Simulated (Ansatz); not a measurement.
# HgTe: response to strain

Aim: deform HgTe (zz strain of -3 %) and compute stress, forces and field gradients with LAPW, PAW and all-electron datasets made for the crystal.

Program: Ansatz 0.2.0. Level of theory: DFT LDA, scalar-relativistic. These are calculated values, not measurements.

2 further runs of the same task are left out: 2 set aside as unsound or not needed.

**1. Starting point**

Symmetry: F-43m, No. 216, cubic system. The conventional cell has a = 6.447 Å, b = 6.447 Å, c = 6.447 Å, α = 90.00°, β = 90.00°, γ = 90.00°. Hg (site symmetry -43m) is surrounded by 4 Te at 2.79 Å. Te (site symmetry -43m) has 4 Hg at 2.79 Å as nearest neighbours.

Structure file:

```
CELL_PARAMETERS angstrom
0.00000 3.22350 3.22350
3.22350 0.00000 3.22350
3.22350 3.22350 0.00000
ATOMIC_POSITIONS crystal
Hg 0.00000 0.00000 0.00000
Te 0.75000 0.75000 0.75000
```

Atoms are numbered in the order of the input: Hg1, Te2.

**2. After the deformation**

Space group F-43m before, I-4m2 after.

**3. All-electron LAPW**

Input file input.yaml:

```yaml
crystal:
  lattice:
    - [0.0, 3.2235, 3.126795]
    - [3.2235, 0.0, 3.126795]
    - [3.2235, 3.2235, 0.0]
  atoms:
    - { symbol: Hg, position: [0.0, 0.0, 0.0] }
    - { symbol: Te, position: [0.75, 0.75, 0.75] }
kpoints:
  mp_grid: { grid: [11, 11, 11] }
  band_path:
    path:
      - [0.0, 0.0, 0.0]
      - [0.0, 0.5, 0.5]
      - [0.25, 0.75, 0.5]
      - [0.0, 0.5, 0.0]
      - [0.0, 0.0, 0.0]
      - [0.5, 0.5, 0.0]
      - [0.3828515251, 0.6171484749, 0.0]
      - [-0.3828515251, 0.3828515251, 0.0]
      - [0.0, 0.0, 0.0]
    npoints: 5
scf:
  occupations: { method: fermi_dirac, width: 0.03 }
hamiltonian:
  xc: lda
  pseudopotentials: { kind: all_electron, lapw: { basis_error: 0.0005 } }
output:
  forces: true
  stress: true
  eigenvalues: true
```

Run with:

```
$ ansatz run input.yaml --threads 1 --pin off --max-ram 3072MiB --backend cpu --events-out ev --progress --plain --runs-dir out
```

**4. PAW with frozen cores**

Input file input.yaml:

```yaml
crystal:
  lattice:
    - [0.0, 3.2235, 3.126795]
    - [3.2235, 0.0, 3.126795]
    - [3.2235, 3.2235, 0.0]
  atoms:
    - { symbol: Hg, position: [0.0, 0.0, 0.0] }
    - { symbol: Te, position: [0.75, 0.75, 0.75] }
kpoints:
  mp_grid: { grid: [11, 11, 11] }
scf:
  occupations: { method: fermi_dirac, width: 0.03 }
hamiltonian:
  xc: lda
  pseudopotentials: { kind: paw }
output:
  forces: true
  stress: true
  eigenvalues: true
  efg: { contact_densities: true }
```

**5. Datasets made for this crystal**

Edit input.yaml of step 4 so:

```diff
@@ -14,3 +14,3 @@
   xc: lda
-  pseudopotentials: { kind: paw }
+  pseudopotentials: { kind: all_electron, datasets: crystal }
 output:
```

(Steps that only read results are left out.)

Before running it: what results should come out? Wanted: pressure; largest shear or deviatoric stress.

As calculated:

| quantity | value |
| --- | --- |
| pressure | LAPW 1.25, PAW 1.23, crystal datasets 1.25 GPa |
| largest shear or deviatoric stress (LAPW) | 0.30 GPa |

**Reading.** Against the undeformed cell the largest change of stress is +1.80 GPa, in the zz component, with the atoms carried along and not relaxed. PAW: stress within 0.02 GPa of LAPW. Crystal datasets: stress within 0.01 GPa of LAPW. Spin-orbit coupling is left out, though the cell holds Hg; in elements this heavy it can shift bands and gaps by tenths of an eV.
